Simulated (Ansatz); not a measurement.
A surface is cut from this relaxed crystal of TiN:

```cif
data_structure
_symmetry_space_group_name_H-M 'P 1'
_symmetry_Int_Tables_number 1
_cell_length_a 2.9726
_cell_length_b 2.9726
_cell_length_c 2.9726
_cell_angle_alpha 60.000
_cell_angle_beta 60.000
_cell_angle_gamma 60.000
_cell_volume 18.57
loop_
_atom_site_label
_atom_site_type_symbol
_atom_site_fract_x
_atom_site_fract_y
_atom_site_fract_z
_atom_site_occupancy
Ti1 Ti 0.00000 0.00000 0.00000 1
N1 N 0.50000 0.50000 0.50000 1
```

Miller indices refer to the conventional cell of Fm-3m (No. 225), a = 4.204 Å, b = 4.204 Å, c = 4.204 Å, α = 90.00°, β = 90.00°, γ = 90.00°.

All numbers below come from DFT PBEsol, scalar-relativistic, plane waves, PAW (Ansatz 0.2.0). Cutoff 420 eV, Gaussian smearing of 0.10 eV, no spin polarisation. A dipole correction acts along the normal.

The slab isn't stoichiometric, so its surface energy depends on the chemical potentials; it is given with the excess atoms taken from the element's standard state, a limit at which the compound may itself be unstable, so the figure can be too low.

A relaxed slab with low-index faces, about a nanometre thick, has these properties:

| Property | Result |
| --- | --- |
| Surface energy with the excess atoms taken from the elements | 1.84 J/m² |
| Work function | 6.90 eV |

**Question.** Which low-index plane was cut, and which atoms end it?

**Answer.** The (111) plane, with N in the top plane and N in the bottom one as cut, before relaxation. The planes from bottom to top: N, Ti, N, Ti, N, Ti, N, Ti, N, Ti, N.

Spin polarisation was left out, and a magnetic state may lie lower.